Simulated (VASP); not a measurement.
Li: single point with r2SCAN

Li:

```
CELL_PARAMETERS angstrom
-1.71705 1.71705 1.71705
1.71705 -1.71705 1.71705
1.71705 1.71705 -1.71705
ATOMIC_POSITIONS crystal
Li 0.00000 0.00000 0.00000
```

- Program: VASP 6.6.1
- Task: single point
- Functional: r2SCAN
- Potentials or basis: VASP PAW PBE potentials, release 64 (Li_sv)
- Cutoff: 520 eV
- k mesh: 18 × 18 × 18
- Occupations: gaussian, width 0.1 eV
- Spin: no spin polarisation

The band gap on the k mesh is none (metal or under the smearing width).

Levels at points of the mesh, in eV from the Fermi level:
```
           k point  band 1  band 2  band 3  band 4
(0.00, 0.00, 0.00)  -48.06   -3.89   16.31   16.31
(0.50, 0.00, 0.00)  -48.04    0.27    3.49   11.48
(0.50, 0.50, 0.50)  -48.02    6.07    6.08    6.08
```

Run time: 110 s on 1 thread of AMD EPYC 7R43 64-Core Processor (Zen 3), on a shared host, peak memory 0.11 GiB.
